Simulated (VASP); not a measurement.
# NiO (Fm-3m) in VASP: further runs

Aim: see how the results for NiO move with the level of theory and the settings. Levels: vdW-DF-cx, vdW-DF2, optB86b-vdW. Tasks: relaxation of cell and atoms.

All numbers are computed with VASP 6.6.1; they aren't measurements. Logs are shortened: lines on timing, memory, paths and dates and some standing lists are left out, and cuts for length are marked.

**1. The structure**

It takes space group Fm-3m (No. 225, cubic). The conventional cell has a = 4.172 Å, b = 4.172 Å, c = 4.172 Å, α = 90.00°, β = 90.00°, γ = 90.00°. Around Ni (site symmetry m-3m) lie 6 O at 2.09 Å. O (site symmetry m-3m) has 6 Ni at 2.09 Å as nearest neighbours.

**2. Relaxation of cell and atoms, vdW-DF-cx, collinear spin, ferromagnetic start**

INCAR

```
SYSTEM = NiO
PREC     = Accurate       ! precision mode
ENCUT    = 600            ! plane-wave cutoff, eV
EDIFF    = 1E-6           ! SCF threshold, eV
ISMEAR   = -1             ! smearing method
SIGMA    = 0.05           ! smearing width, eV
LREAL    = .False.        ! projectors in reciprocal space
LASPH    = .True.         ! aspherical terms in the spheres
NELM     = 150            ! most SCF steps
ALGO     = Fast           ! electronic algorithm
ISIF     = 3              ! what is computed and relaxed
LWAVE    = .False.        ! write WAVECAR
LCHARG   = .False.        ! write CHGCAR
ISPIN    = 2              ! spin polarisation
MAGMOM   = 1 0            ! initial moments
LORBIT   = 11             ! projections on sites
LMAXMIX  = 4              ! l up to which the mixer works
GGA      = CX             ! functional
LUSE_VDW = .True.       
AGGAC    = 0.0          
IBRION   = 2              ! ionic algorithm
NSW      = 60             ! ionic steps
EDIFFG   = -0.01          ! ionic threshold
```

KPOINTS

```
regular mesh
0
Gamma
  11 11 11
  0 0 0
```

POSCAR

```
NiO
1.0
    0.0000000000      2.0859016414      2.0859016414
    2.0859016414      0.0000000000      2.0859016414
    2.0859016414      2.0859016414      0.0000000000
Ni O
1 1
Direct
    0.0000000000      0.0000000000      0.0000000000
    0.5000000000      0.5000000000      0.5000000000
```

Potentials or basis: VASP PAW PBE potentials, release 64 (Ni, O).

Command:

```console
$ cat potpaw_PBE.64/Ni/POTCAR potpaw_PBE.64/O/POTCAR > POTCAR
$ mpirun -np 1 vasp_std > vasp.out
```

OUTCAR:

```text
SYSTEM = NiO
   PREC = Accurate
   ENCUT = 600
   EDIFF = 1E-6
   ISMEAR = -1
   LREAL = .False.
   LASPH = .True.
   NELM = 150
   ISIF = 3
   ISPIN = 2
   LORBIT = 11
   GGA = CX
   IBRION = 2
   NSW = 60
   EDIFFG = -0.01

 ion  position               nearest neighbor table
   1  0.000  0.000  0.000-   2 2.09   2 2.09   2 2.09   2 2.09   2 2.09   2 2.09
   2  0.500  0.500  0.500-   1 2.09   1 2.09   1 2.09   1 2.09   1 2.09   1 2.09

  LATTYP: Found a face centered cubic cell.
 ALAT       =     4.1718032828

  Lattice vectors:

 A1 = (   0.0000000000,   2.0859016414,   2.0859016414)
 A2 = (   2.0859016414,   0.0000000000,   2.0859016414)
 A3 = (   2.0859016414,   2.0859016414,   0.0000000000)

Analysis of symmetry for initial positions (statically):
=====================================================================
 Subroutine PRICEL returns:
 Original cell was already a primitive cell.

 Routine SETGRP: Setting up the symmetry group for a
 face centered cubic supercell.

 Subroutine GETGRP returns: Found 48 space group operations
 (whereof 48 operations were pure point group operations)
 out of a pool of 48 trial point group operations.

The static configuration has the point symmetry O_h .

Analysis of symmetry for dynamics (positions and initial velocities):
=====================================================================
 Subroutine PRICEL returns:
 Original cell was already a primitive cell.

 Routine SETGRP: Setting up the symmetry group for a
 face centered cubic supercell.

 Subroutine GETGRP returns: Found 48 space group operations
 (whereof 48 operations were pure point group operations)
 out of a pool of 48 trial point group operations.

The dynamic configuration has the point symmetry O_h .

Analysis of structural, dynamic, and magnetic symmetry:
=====================================================================
 Subroutine PRICEL returns:
 Original cell was already a primitive cell.

 Routine SETGRP: Setting up the symmetry group for a
 face centered cubic supercell.

 Subroutine GETGRP returns: Found 48 space group operations
 (whereof 48 operations were pure point group operations)
 out of a pool of 48 trial point group operations.

The overall configuration has the point symmetry O_h .

 Subroutine INISYM returns: Found 48 space group operations
 (whereof 48 operations are pure point group operations),
 and found     1 'primitive' translations

----------------------------------------------------------------------------------------

                                     Primitive cell

  volume of cell :      18.1515

  direct lattice vectors                    reciprocal lattice vectors
     0.000000000  2.085901641  2.085901641    -0.239704495  0.239704495  0.239704495
     2.085901641  0.000000000  2.085901641     0.239704495 -0.239704495  0.239704495
     2.085901641  2.085901641  0.000000000     0.239704495  0.239704495 -0.239704495

  length of vectors
     2.949910391  2.949910391  2.949910391     0.415180364  0.415180364  0.415180364

  position of ions in fractional coordinates (direct lattice)
     0.000000000  0.000000000  0.000000000
     0.500000000  0.500000000  0.500000000

  ion indices of the primitive-cell ions
   primitive index   ion index
                 1           1
                 2           2

----------------------------------------------------------------------------------------

 KPOINTS: regular mesh

Automatic generation of k-mesh.
 Grid dimensions read from file:
 generate k-points for:   11   11   11

 Generating k-lattice:

  Cartesian coordinates                     Fractional coordinates (reciprocal lattice)
    -0.021791318  0.021791318  0.021791318     0.090909091  0.000000000  0.000000000
     0.021791318 -0.021791318  0.021791318     0.000000000  0.090909091  0.000000000
     0.021791318  0.021791318 -0.021791318     0.000000000  0.000000000  0.090909091

  Length of vectors
     0.037743669  0.037743669  0.037743669

  Shift w.r.t. Gamma in fractional coordinates (k-lattice)
[... 44 lines left out ...]
 RMM-DIIS sequential band-by-band and
  energy-cutoff  :      600.00
  volume of cell :       18.15
 maximum number of plane-waves:       620
   NGX = 11   NGY = 11   NGZ = 11

--------------------------------------- Ionic step        1  -------------------------------------------

 number of electron      16.0000001 magnetization       1.3000434

 Free energy of the ion-electron system (eV)
  ---------------------------------------------------
  ext. energy  EPLUGINS =         0.00000000
  ---------------------------------------------------
  free energy    TOTEN  =        -7.48248121 eV

  energy without entropy =       -7.46909256  energy(sigma->0) =       -7.47578688

------------------------ aborting loop because EDIFF is reached ----------------------------------------

  FORCE on cell =-STRESS in cart. coord.  units (eV):
  Direction    XX          YY          ZZ          XY          YZ          ZX
  --------------------------------------------------------------------------------------
  -------------------------------------------------------------------------------------
  Total       -0.6781575     -0.6781575     -0.6781575      0.0000000      0.0000000     -0.0000000
  in kB      -59.8590265    -59.8590265    -59.8590265      0.0000000      0.0000000     -0.0000000
  external PRESSURE =     -59.8590265 kB  Pullay stress =       0.0000000 kB
[... 61 lines left out ...]
Total vdW correction in eV:      2.8813197

--------------------------------------- Ionic step        3  -------------------------------------------

 number of electron      15.9999988 magnetization       1.2077999

 Free energy of the ion-electron system (eV)
  ---------------------------------------------------
  ext. energy  EPLUGINS =         0.00000000
  ---------------------------------------------------
  free energy    TOTEN  =        -7.49357087 eV

  energy without entropy =       -7.47944125  energy(sigma->0) =       -7.48650606

 E-fermi :   8.3127     XC(G=0): -13.0509

 val. band max:        8.3030502560   @ k =   0.3636   0.1818   0.0909
 cond. band min:       8.3221915726   @ k =  -0.2727   0.2727   0.0000
 fundamental gap:      0.0191413165
 Fermi energy:         8.3127167575

 spin component 1

 k-point     1 :       0.0000    0.0000    0.0000
  band No.  band energies     occupation
      1     -12.4607      1.00000
      2       5.0079      1.00000
      3       5.0079      1.00000
      4       5.0079      1.00000
      5       5.6960      1.00000
      6       5.6960      1.00000
      7       5.8114      1.00000
      8       5.8114      1.00000
      9       5.8114      1.00000
     10      10.0329      0.00000
     11      26.2273      0.00000
     12      27.4809      0.00000
     13      27.4809      0.00000
[... 353 lines left out ...]
 k-point    24 :      -0.1818    0.1818    0.0000
  band No.  band energies     occupation
      1     -11.5780      1.00000
      2       1.4035      1.00000
      3       2.7449      1.00000
      4       3.2150      1.00000
      5       6.1777      1.00000
      6       6.2517      1.00000
      7       6.8154      1.00000
      8       6.9382      1.00000
      9       8.5432      0.00985
     10      13.7127      0.00000
     11      20.6302      0.00000
     12      21.7432      0.00000
     13      25.0062      0.00000

 [... further k-points ...]

 spin component 2

 k-point     1 :       0.0000    0.0000    0.0000
  band No.  band energies     occupation
      1     -12.1828      1.00000
      2       5.3414      1.00000
      3       5.3414      1.00000
      4       5.3415      1.00000
      5       6.4378      1.00000
      6       6.4378      1.00000
      7       6.4378      1.00000
      8       7.2737      1.00000
      9       7.2738      1.00000
     10      10.2729      0.00000
     11      26.2020      0.00000
     12      27.6589      0.00000
     13      27.6589      0.00000
[... 397 lines left out ...]
  FREE ENERGIE OF THE ION-ELECTRON SYSTEM (eV)
  ---------------------------------------------------
  free  energy   TOTEN  =        -7.4935708686 eV

  energy  without entropy=       -7.4794412477  energy(sigma->0) =       -7.48650606

Total vdW correction in eV:      2.9025779

 reached required accuracy - stopping structural energy minimisation

 total charge

# of ion       s       p       d       tot
------------------------------------------
    1        0.342   0.428   8.329   9.099
    2        1.555   3.401   0.000   4.956
--------------------------------------------------
tot          1.897   3.829   8.329  14.055

 magnetization (x)

# of ion       s       p       d       tot
------------------------------------------
    1        0.009   0.013   0.989   1.011
    2        0.022   0.145   0.000   0.167
--------------------------------------------------
tot          0.032   0.157   0.989   1.178
```

Run time: 2 min. Hardware: 1 thread of Intel Xeon Platinum 8375C at 2.90GHz (Ice Lake), shared host; peak memory 0.3 GiB.

What came out:

| Item | Value |
| --- | --- |
| Free energy | -7.4936 eV |
| Relaxed volume | 8.79 Å³/atom |
| Relaxed cell | a = 2.918 Å, b = 2.918 Å, c = 2.918 Å, α = 60.00°, β = 60.00°, γ = 60.00° |
| Space group after relaxing (to 0.05 Å) | Fm-3m (No. 225) |
| Energy gained by relaxing | 5.5 meV/atom |
| Ionic steps | 3 |
| Pressure after relaxing | 0.1 GPa |
| Band gap on the k mesh | none (metal or under the smearing width) |
| Net moment | 1.21 μB per cell |
| Site moments | Ni +1.01; O +0.17 μB |
| Valence electrons inside the program's atomic spheres | Ni 9.10; O 4.96 |

Step by step:
```tsv
step	energy change (eV)	largest force (eV/Å)	pressure (GPa)	volume (Å³)
1	0.0000	0.0000	-5.99	18.15
2	-0.0077	0.0000	3.62	17.28
3	-0.0111	0.0000	0.09	17.58
```

Final structure:
```
Ni O
1.0
     0.00000    2.06365    2.06365
     2.06365    0.00000    2.06365
     2.06365    2.06365    0.00000
Ni O
1 1
Direct
  0.00000 0.00000 0.00000
  0.50000 0.50000 0.50000
```

Caveat: the PAW data sets were made with another functional, which shifts forces and pressure a little; a cell with one magnetic atom can't hold antiferromagnetic order, which such compounds often take; semilocal functionals often make such compounds metallic where correlation or magnetic order opens a gap, which also shifts bond lengths.

**3. Relaxation of cell and atoms, vdW-DF2, collinear spin, ferromagnetic start**

INCAR

```
  PREC = Accurate
  ENCUT = 600
  EDIFF = 1E-6
  ISMEAR = -1
  SIGMA = 0.05
  LREAL = False
  LASPH = True
  NELM = 150
  ALGO = Normal
  ISIF = 3
  LWAVE = False
  LCHARG = False
  ISPIN = 2
  MAGMOM = 1 0
  LORBIT = 11
  LMAXMIX = 4
  GGA = ML
  LUSE_VDW = True
  AGGAC = 0.0
  ZAB_VDW = -1.8867
  IBRION = 2
  NSW = 60
  EDIFFG = -0.005
```

KPOINTS

```
regular mesh
0
Gamma
  11 11 11
```

POSCAR is that of step 2.

Potentials or basis: VASP PAW PBE potentials, release 64 (Ni, O).

Command:

```console
$ cat potpaw_PBE.64/Ni/POTCAR potpaw_PBE.64/O/POTCAR > POTCAR
$ mpirun -np 1 vasp_std > vasp.out
```

It took 2 min on 1 thread of Intel Xeon Platinum 8375C at 2.90GHz (Ice Lake), shared host; peak memory 0.3 GiB.

It converged, with:

```
Free energy                                           : -6.8503 eV
Relaxed volume                                        : 10.07 Å³/atom
Relaxed cell                                          : a = 3.054 Å, b = 3.054 Å, c = 3.054 Å, α = 60.00°, β = 60.00°, γ = 60.00°
Space group after relaxing (to 0.05 Å)                : Fm-3m (No. 225)
Energy gained by relaxing                             : 53.2 meV/atom
Ionic steps                                           : 3
Pressure after relaxing                               : -0.1 GPa
Band gap on the k mesh                                : none (metal or under the smearing width)
Net moment                                            : 1.87 μB per cell
Site moments                                          : Ni +1.53; O +0.29 μB
Valence electrons inside the program's atomic spheres : Ni 8.85; O 4.97
```

Step by step:
```
step  energy change (eV)  largest force (eV/Å)  pressure (GPa)  volume (Å³)
   1              0.0000                0.0000           18.37        18.15
   2             -0.0893                0.0000           -5.93        21.02
   3             -0.1064                0.0000           -0.06        20.14
```

Final structure:
```cif
data_structure
_symmetry_space_group_name_H-M 'P 1'
_symmetry_Int_Tables_number 1
_cell_length_a 3.0539
_cell_length_b 3.0539
_cell_length_c 3.0539
_cell_angle_alpha 60.000
_cell_angle_beta 60.000
_cell_angle_gamma 60.000
_cell_volume 20.14
loop_
_atom_site_label
_atom_site_type_symbol
_atom_site_fract_x
_atom_site_fract_y
_atom_site_fract_z
_atom_site_occupancy
Ni1 Ni 0.00000 0.00000 0.00000 1
O1 O 0.50000 0.50000 0.50000 1
```

Levels at points of the mesh, in eV from the Fermi level:
Spin up:
| k point | band 7 | band 8 | band 9 | band 10 | band 11 | band 12 |
| --- | --- | --- | --- | --- | --- | --- |
| (0.00, 0.00, 0.00) | -2.47 | -2.47 | -2.47 | 1.34 | 18.63 | 18.70 |
Spin down:
```
           k point  band 3  band 4  band 5  band 6  band 7  band 8  band 9  band 10  band 11  band 12
(0.00, 0.00, 0.00)   -1.99   -1.99   -1.83   -1.83   -1.83   -0.35   -0.35     1.70    18.61    18.91
```

Caveat: the PAW data sets were made with another functional, which shifts forces and pressure a little; the volume moved by +11 % from the deposited cell, more than functionals usually miss; a cell with one magnetic atom can't hold antiferromagnetic order, which such compounds often take; semilocal functionals often make such compounds metallic where correlation or magnetic order opens a gap, which also shifts bond lengths. Zero-point motion and thermal expansion aren't in these numbers.

**4. Relaxation of cell and atoms, optB86b-vdW, collinear spin, ferromagnetic start**

INCAR

```
  PREC = Accurate
  ENCUT = 600
  EDIFF = 1E-6
  ISMEAR = -1
  SIGMA = 0.05
  LREAL = F
  LASPH = T
  NELM = 150
  ALGO = Normal
  ISIF = 3
  LWAVE = F
  LCHARG = F
  ISPIN = 2
  MAGMOM = 1 0
  LORBIT = 11
  LMAXMIX = 4
  GGA = MK
  LUSE_VDW = T
  AGGAC = 0.0
  PARAM1 = 0.1234
  PARAM2 = 1.0
  IBRION = 2
  NSW = 60
  EDIFFG = -0.02
```

KPOINTS

```
Automatic mesh
0
Gamma
  11 11 11
```

POSCAR is that of step 3.

Command:

```console
$ cat potpaw_PBE.64/Ni/POTCAR potpaw_PBE.64/O/POTCAR > POTCAR
$ mpirun -np 1 vasp_std > vasp.out
```

Run time: 1.8 min. Hardware: 1 thread of Intel Xeon Platinum 8375C at 2.90GHz (Ice Lake), shared host; peak memory 0.3 GiB.

The run converged. Its results:

- Free energy: -7.4107 eV
- Relaxed volume: 8.94 Å³/atom
- Relaxed cell: a = 2.935 Å, b = 2.935 Å, c = 2.935 Å, α = 60.00°, β = 60.00°, γ = 60.00°
- Space group after relaxing (to 0.05 Å): Fm-3m (No. 225)
- Energy gained by relaxing: 1.3 meV/atom
- Ionic steps: 3
- Pressure after relaxing: 0.0 GPa
- Band gap on the k mesh: none (metal or under the smearing width)
- Net moment: 1.31 μB per cell
- Site moments: Ni +1.09; O +0.18 μB
- Valence electrons inside the program's atomic spheres: Ni 9.06; O 4.96

The path:
```
step  energy change (eV)  largest force (eV/Å)  pressure (GPa)  volume (Å³)
   1              0.0000                0.0000           -2.79        18.15
   2             -0.0018                0.0000            1.58        17.74
   3             -0.0025                0.0000            0.01        17.87
```

Final structure:
```cif
data_structure
_symmetry_space_group_name_H-M 'P 1'
_symmetry_Int_Tables_number 1
_cell_length_a 2.9348
_cell_length_b 2.9348
_cell_length_c 2.9348
_cell_angle_alpha 60.000
_cell_angle_beta 60.000
_cell_angle_gamma 60.000
_cell_volume 17.87
loop_
_atom_site_label
_atom_site_type_symbol
_atom_site_fract_x
_atom_site_fract_y
_atom_site_fract_z
_atom_site_occupancy
Ni1 Ni 0.00000 0.00000 0.00000 1
O1 O 0.50000 0.50000 0.50000 1
```

Levels at points of the mesh, in eV from the Fermi level:
Spin up:
```csv
k point,band 6,band 7,band 8,band 9,band 10,band 11,band 12,band 13
"(0.00, 0.00, 0.00)",-2.69,-2.53,-2.53,-2.53,1.66,17.99,19.09,19.09
```
Spin down:
| k point | band 4 | band 5 | band 6 | band 7 | band 8 | band 9 | band 10 | band 11 |
| --- | --- | --- | --- | --- | --- | --- | --- | --- |
| (0.00, 0.00, 0.00) | -2.87 | -1.87 | -1.87 | -1.87 | -0.95 | -0.95 | 1.91 | 17.96 |

Caveat: the PAW data sets were made with another functional, which shifts forces and pressure a little; a cell with one magnetic atom can't hold antiferromagnetic order, which such compounds often take; semilocal functionals often make such compounds metallic where correlation or magnetic order opens a gap, which also shifts bond lengths.

**5. The reference run**

An earlier run on the cell as given: functional PBEsol; potentials or basis VASP PAW PBE potentials, release 64 (Ni, O); cutoff 520 eV; k mesh 11 × 11 × 11; occupations fermi-dirac, width 0.05 eV; collinear spin, ferromagnetic start; starting moments [1.0, 0.0] μB.

- Pressure: -7.6 GPa
- Band gap on the k mesh: none (metal or under the smearing width)
- Net moment: 1.34 μB per cell
- Site moments: Ni +1.12; O +0.19 μB
- Valence electrons inside the program's atomic spheres: Ni 9.04; O 4.93

**6. The runs side by side**

```tsv
task	level	cell	cutoff (eV)	ladder	gap on the mesh (eV)	pressure (GPa)	moment (μB)	relaxed volume (Å³/atom)
relaxation of cell and atoms	vdW-DF-cx	relaxed	600	-	none	0.1	1.21	8.79
relaxation of cell and atoms	vdW-DF2	relaxed	600	-	none	-0.1	1.87	10.07
relaxation of cell and atoms	optB86b-vdW	relaxed	600	-	none	0.0	1.31	8.94
single point	PBEsol	as given	520	free	none	-7.6	1.34	-
```

Alike in all rows: potentials or basis VASP PAW PBE potentials, release 64 (Ni, O); spin collinear, ferromagnetic start; k mesh 11 × 11 × 11; smearing fermi-dirac 0.05 eV.

Caveats: the PAW data sets were made with another functional, which shifts forces and pressure a little; a cell with one magnetic atom can't hold antiferromagnetic order, which such compounds often take; semilocal functionals often make such compounds metallic where correlation or magnetic order opens a gap, which also shifts bond lengths; the volume moved by +11 % from the deposited cell, more than functionals usually miss (some runs).

Total energies depend on the potentials used, so only differences within one code and one set of settings carry meaning.
